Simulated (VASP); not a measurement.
# P (P2/m) in VASP: further runs

One crystal, P, is run at these levels: PBE; tasks: single point.

Everything below comes from runs of VASP 6.6.1. Logs are shortened: lines on timing, memory, paths and dates and some standing lists are left out, and cuts for length are marked.

### Step 1. The crystal as given

The structure is monoclinic, space group P2/m (No. 10). The conventional cell has a = 2.425 Å, b = 2.439 Å, c = 4.852 Å, α = 90.00°, β = 90.24°, γ = 90.00°. P (site symmetry m) is surrounded by 6 P at 2.42 to 2.44 Å.

This isn't the form of P at room conditions, which is orthorhombic.

### Step 2. Single point, PBE

INCAR

```
PREC = Accurate
ENCUT = 280
EDIFF = 1E-6
ISMEAR = 0
SIGMA = 0.1
LREAL = False
LASPH = True
NELM = 100
ALGO = Normal
ISIF = 2
LWAVE = False
LCHARG = False
GGA = PE
ADDGRID = False
```

KPOINTS

```
regular mesh
0
Gamma
  17 17 9
```

POSCAR

```
P
1.0
    2.4246941115      0.0000000000      0.0000000000
    0.0000000000      2.4385351442      0.0000000000
   -0.0203144631      0.0000000000      4.8524328982
P
2
Direct
    0.0000000300      0.0000000000      0.7494253600
    0.9999999700      0.0000000000      0.2505746400
```

Potentials or basis: VASP PAW PBE potentials, release 64 (P).

The run is started by

```bash
> cat potpaw_PBE.64/P/POTCAR > POTCAR
> mpirun -np 1 vasp_std > vasp.out
```

OUTCAR:

```text
PREC = Accurate
   ENCUT = 280
   EDIFF = 1E-6
   ISMEAR = 0
   LREAL = False
   LASPH = True
   NELM = 100
   ISIF = 2
   GGA = PE

 Found    693 irreducible k-points:

 Following reciprocal coordinates:
            Coordinates               Weight
  0.000000  0.000000  0.000000      1.000000
  0.058824  0.000000  0.000000      2.000000
  0.117647  0.000000  0.000000      2.000000
  0.176471  0.000000 -0.000000      2.000000
  0.235294  0.000000  0.000000      2.000000
  0.294118  0.000000  0.000000      2.000000
   k-points           NKPTS =    693   k-points in BZ     NKDIM =    693   number of bands    NBANDS=      9
   number of dos      NEDOS =    301   number of ions     NIONS =      2
   total plane-waves  NPLWV =   5488
   dimension x,y,z NGX =    14 NGY =   14 NGZ =   28
   dimension x,y,z NGXF=    28 NGYF=   28 NGZF=   56
   ions per type =               2
   NGX,Y,Z   is equivalent  to a cutoff of   9.60,  9.54,  9.59 a.u.
   NGXF,Y,Z  is equivalent  to a cutoff of  19.20, 19.09, 19.19 a.u.
 SYSTEM =  unknown system
   PREC   = accura    normal or accurate (medium, high low for compatibility)
   ISTART =      0    job   : 0-new  1-cont  2-samecut
   ICHARG =      2    charge: 1-file 2-atom 10-const
   ISPIN  =      1    spin polarized calculation?
   LNONCOLLINEAR =      F non collinear calculations
   LSORBIT =      F    spin-orbit coupling
   LASPH  =      T    aspherical Exc in radial PAW
   ENCUT  =  280.0 eV  20.58 Ry    4.54 a.u.   3.31  3.33  6.62*2*pi/ulx,y,z
   NELM   =    100;   NELMIN=  2; NELMDL= -5     # of ELM steps
   EDIFF  = 0.1E-05   stopping-criterion for ELM
   LREAL  =      F    real-space projection
   EDIFFG = 0.1E-04   stopping-criterion for IOM
   NSW    =      0    number of steps for IOM
   IBRION =     -1    ionic relax: 0-MD 1-quasi-New 2-CG
   NFREE  =      0    steps in history (QN), initial steepest desc. (CG)
   ISIF   =      2    stress and relaxation
   ISYM   =      2    0-nonsym 1-usesym 2-fastsym
   POTIM  = 0.5000    time-step for ionic-motion
   TEBEG  =    0.0;   TEEND  =   0.0 temperature during run
   PSTRESS=    0.0 pullay stress
   NELECT =      10.0000    total number of electrons
   NUPDOWN=      -1.0000    fix difference up-down
   EMIN   =  10.00;   EMAX   =-10.00  energy-range for DOS
   EFERMI =   0.00;   METHOD = LEGACY
   ISMEAR =     0;   SIGMA  =   0.10  broadening in eV -4-tet -1-fermi 0-gaus
   EFERMI_NEDOS =   21; number of points for ismear=-14 and -15
   IALGO  =     38    algorithm
   IMIX   =      4    mixing-type and parameters
     AMIX     =   0.40;   BMIX     =  1.00
     AMIX_MAG =   1.60;   BMIX_MAG =  1.00
  volume/ion in A,a.u.               =      14.35        96.81
  Fermi-wavevector in a.u.,A,eV,Ry     =   1.152107  2.177167 18.059715  1.327352
  Thomas-Fermi vector in A             =   2.288761
   LORBIT       =      0    0 simple, 1 ext, 2 COOP (PROOUT), +10 PAW based schemes
   GGA     = PE    functional components
   LHFCALC =     F    Hartree Fock is set to
   AEXX    =    0.0000 exact exchange contribution
   IVDW    =     0    specifies the selected vdW correction
   LEPSILON=     F    determine dielectric tensor
   LRPA    =     F    only Hartree local field effects (RPA)
 non-spin polarized calculation
 Gauss-broadening in eV      SIGMA  =   0.10
  energy-cutoff  :      280.00
  volume of cell :       28.69
 maximum number of plane-waves:       320
 NGX is ok and might be reduce to    14
   NGX =  7   NGY =  7   NGZ = 13

 number of electron      10.0000000 magnetization

 number of electron       9.9999998 magnetization

 Free energy of the ion-electron system (eV)
  ---------------------------------------------------
  ext. energy  EPLUGINS =         0.00000000
  ---------------------------------------------------
  free energy    TOTEN  =       -10.53252371 eV

  energy without entropy =      -10.52964261  energy(sigma->0) =      -10.53108316

 E-fermi :   9.7793     XC(G=0): -11.3451

 val. band max:        9.7748944995   @ k =  -0.1176   0.0000   0.3333
 cond. band min:       9.7836048380   @ k =   0.2353   0.3529   0.1111
 fundamental gap:      0.0087103385
 Fermi energy:         9.7792978651

 k-point     1 :       0.0000    0.0000    0.0000
  band No.  band energies     occupation
      1      -6.7972      2.00000
      2      -2.3686      2.00000
      3       1.0606      2.00000
      4      14.8051      0.00000
      5      15.0155      0.00000
      6      15.0575      0.00000
      7      16.6329      0.00000
      8      16.7264      0.00000
      9      17.7174      0.00000

 k-point     2 :       0.0588    0.0000    0.0000
  band No.  band energies     occupation
      1      -6.7168      2.00000
      2      -2.2878      2.00000
      3       1.1334      2.00000
      4      13.5038      0.00000
      5      14.8707      0.00000
      6      15.0847      0.00000
      7      16.5975      0.00000
      8      16.7162      0.00000
      9      17.7822      0.00000

 k-point     3 :       0.1176    0.0000    0.0000
  band No.  band energies     occupation
      1      -6.4763      2.00000
      2      -2.0461      2.00000
      3       1.3504      2.00000
      4      11.3726      0.00000
      5      14.6864      0.00000
      6      15.0603      0.00000
      7      15.2738      0.00000
      8      16.9061      0.00000
      9      17.9524      0.00000

 k-point     4 :       0.1765    0.0000   -0.0000
  band No.  band energies     occupation
      1      -6.0781      2.00000
      2      -1.6450      2.00000
      3       1.7069      2.00000
      4       9.2663      2.00000
      5      12.7501      0.00000
      6      15.3702      0.00000
      7      15.5829      0.00000
      8      17.2131      0.00000
      9      18.2530      0.00000

 k-point     5 :       0.2353    0.0000    0.0000
  band No.  band energies     occupation
      1      -5.5279      2.00000
      2      -1.0878      2.00000
      3       2.1918      2.00000
      4       7.2560      2.00000
      5      10.8619      0.00000
      6      15.7886      0.00000
      7      16.0004      0.00000
      8      16.4158      0.00000
      9      17.6190      0.00000

 k-point     6 :       0.2941    0.0000    0.0000
  band No.  band energies     occupation
      1      -4.8363      2.00000
      2      -0.3808      2.00000
      3       2.7829      2.00000
      4       5.3789      2.00000
      5       9.0690      2.00000
      6      14.5317      0.00000
      7      16.2932      0.00000
      8      16.5040      0.00000
      9      18.0920      0.00000

 [... further k-points ...]

------------------------ aborting loop because EDIFF is reached ----------------------------------------

  FORCE on cell =-STRESS in cart. coord.  units (eV):
  Direction    XX          YY          ZZ          XY          YZ          ZX
  --------------------------------------------------------------------------------------
  -------------------------------------------------------------------------------------
  Total        0.3992292      0.0829860      0.2875602      0.0000000      0.0000000      0.0509438
  in kB       22.2939655      4.6341484     16.0580893      0.0000000      0.0000000      2.8448304
  external PRESSURE =      14.3287344 kB  Pullay stress =       0.0000000 kB

 VOLUME and BASIS-vectors are now :
 -----------------------------------------------------------------------------
  energy-cutoff  :      280.00
  volume of cell :       28.69
      direct lattice vectors                 reciprocal lattice vectors
     2.424694112  0.000000000  0.000000000     0.412423157  0.000000000  0.001726589
     0.000000000  2.438535144  0.000000000     0.000000000  0.410082259  0.000000000
    -0.020314463  0.000000000  4.852432898     0.000000000  0.000000000  0.206082190

 POSITION                                       TOTAL-FORCE (eV/Angst)
 -----------------------------------------------------------------------------------
     -0.01522      0.00000      3.63654         0.000185      0.000000      0.013911
      2.41960      0.00000      1.21590        -0.000185      0.000000     -0.013911
 -----------------------------------------------------------------------------------
    total drift:                                0.000000      0.000000     -0.000000

  FREE ENERGIE OF THE ION-ELECTRON SYSTEM (eV)
  ---------------------------------------------------
  free  energy   TOTEN  =       -10.5325237054 eV

  energy  without entropy=      -10.5296426122  energy(sigma->0) =      -10.53108316
```

stdout:

```text
POSCAR found type information on POSCAR P
 POSCAR found :  1 types and       2 ions
 scaLAPACK will be used
 LDA part: xc-table for (Slater+PW92), standard interpolation
 POSCAR, INCAR and KPOINTS ok, starting setup
 FFT: planning ... GRIDC
 FFT: planning ... GRID_SOFT
 FFT: planning ... GRID
 WAVECAR not read
 entering main loop
```

Run time: 70 s. Hardware: 1 thread of Intel Xeon Platinum 8259CL at 2.50GHz (Skylake/Cascade Lake), shared host; peak memory 0.17 GiB.

The run converged, but some of its settings lie outside the range that counts as converged, so its numbers aren't taken as properties of the crystal.

What came out:

```
Free energy            : -10.5325 eV
Largest force          : 0.014 eV/Å
Band gap on the k mesh : none (metal or under the smearing width)
```

Caveat: the cutoff is under 1.25 times the usual one of these potentials, so pressure, stress and relaxed cells hold a basis-set (Pulay) error.

### Step 3. Single point, PBE

INCAR is that of step 2.

KPOINTS is that of step 2.

POSCAR

```
P
1.0
    2.4246941115      0.0000000000      0.0000000000
    0.0000000000      2.4385351442      0.0000000000
   -0.0203144631      0.0000000000      4.8524328982
P
2
Direct
   -0.0009640000     -0.0137570000      0.7520410000
    1.0088450000      0.0001830000      0.2407300000
```

Potentials or basis: VASP PAW PBE potentials, release 64 (P).

The run is started by

```bash
> cat potpaw_PBE.64/P/POTCAR > POTCAR
> mpirun -np 1 vasp_std > vasp.out
```

Wall time 82 s (1 thread of Intel Xeon Platinum 8259CL at 2.50GHz (Skylake/Cascade Lake), shared host); peak memory 0.21 GiB.

The run converged, but some of its settings lie outside the range that counts as converged, so its numbers aren't taken as properties of the crystal.

What came out:

```
Free energy            : -10.5274 eV
Largest force          : 0.147 eV/Å
Band gap on the k mesh : none (metal or under the smearing width)
```

Caveat: the cutoff is under 1.25 times the usual one of these potentials, so pressure, stress and relaxed cells hold a basis-set (Pulay) error.
